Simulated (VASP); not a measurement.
**VASP 6.6.1 run: BaHfO₃**

INCAR

```
EDIFF = 1E-7
NELM = 120
ENCUT = 520
IBRION = -1
LREAL = .FALSE.
SIGMA = 0.05
NSW = 0
ISMEAR = -5
ISIF = 2
LWAVE = .FALSE.
LASPH = .TRUE.
GGA = PE
NBANDS = 27
PREC = Accurate
LCHARG = .FALSE.
```

KPOINTS

```
KPOINTS created by Atomic Simulation Environment
0
Gamma
6 6 6
0 0 0
```

POSCAR

```
Ba Hf O
 1.0000000000000000
     4.0517470077000004    0.0000000000000000    0.0000000000000000
     0.0000000000000000    4.0517470077000004    0.0000000000000000
     0.0000000000000000    0.0000000000000000    4.2469267410000002
 Ba  Hf  O
   1   1   3
Cartesian
  0.0000000000000000  0.0000000000000000  0.0000000000000000
  2.0258735038500002  2.0258735038500002  2.1234633705000001
  2.0258735038500002  2.0258735038500002  0.0000000000000000
  2.0258735038500002  0.0000000000000000  2.1234633705000001
  0.0000000000000000  2.0258735038500002  2.1234633705000001
```

The recommended PBE PAW datasets give the neutral cell 38 valence electrons.

Command

```
mpirun -np 1 vasp_std
```

Question: Predict the outcome of this run.

Answer: It converged. Results: gap between bands v and c on the k mesh 3.51 eV; least direct gap on the k mesh 3.70 eV; pressure 11.9 GPa. Band v is the last that the valence electrons fill when counted band by band, and c is the next.

OSZICAR

```
N       E                     dE             d eps       ncg     rms          rms(c)
DAV:   1     0.212951683522E+03    0.21295E+03   -0.21015E+04  2160   0.137E+03
DAV:   2    -0.380874739807E+02   -0.25104E+03   -0.24295E+03  2620   0.317E+02
DAV:   3    -0.500911724872E+02   -0.12004E+02   -0.11953E+02  2935   0.651E+01
DAV:   4    -0.502685732632E+02   -0.17740E+00   -0.17722E+00  2939   0.732E+00
DAV:   5    -0.502714251521E+02   -0.28519E-02   -0.28515E-02  2804   0.697E-01    0.656E+01
DAV:   6    -0.434471881617E+02    0.68242E+01   -0.32272E+01  2365   0.331E+01    0.552E+01
DAV:   7    -0.433377453991E+02    0.10944E+00   -0.18666E+00  2746   0.845E+00    0.335E+01
DAV:   8    -0.433288558482E+02    0.88896E-02   -0.22580E-01  2473   0.382E+00    0.693E+00
DAV:   9    -0.433141533923E+02    0.14702E-01   -0.57880E-02  2532   0.158E+00    0.229E+00
DAV:  10    -0.433140554258E+02    0.97966E-04   -0.61916E-03  2589   0.515E-01    0.491E-01
DAV:  11    -0.433139939017E+02    0.61524E-04   -0.47908E-04  2649   0.136E-01    0.465E-02
DAV:  12    -0.433140262652E+02   -0.32364E-04   -0.45124E-05  2790   0.447E-02    0.260E-02
DAV:  13    -0.433140306676E+02   -0.44024E-05   -0.84151E-06  2903   0.176E-02    0.914E-03
DAV:  14    -0.433140309314E+02   -0.26380E-06   -0.91661E-07  2720   0.638E-03    0.125E-02
DAV:  15    -0.433140306527E+02    0.27871E-06   -0.29205E-07  2590   0.364E-03    0.791E-03
DAV:  16    -0.433140305469E+02    0.10574E-06   -0.32181E-08  1334   0.130E-03    0.705E-04
DAV:  17    -0.433140305826E+02   -0.35642E-07   -0.77711E-09  1278   0.597E-04
   1 F= -.43314031E+02 E0= -.43314031E+02  d E =0.000000E+00
```

For comparison, a separate PBE run of the intended cell, on usual settings and not on those above, gives a gap of 3.51 eV on its mesh and a pressure of 11.9 GPa.
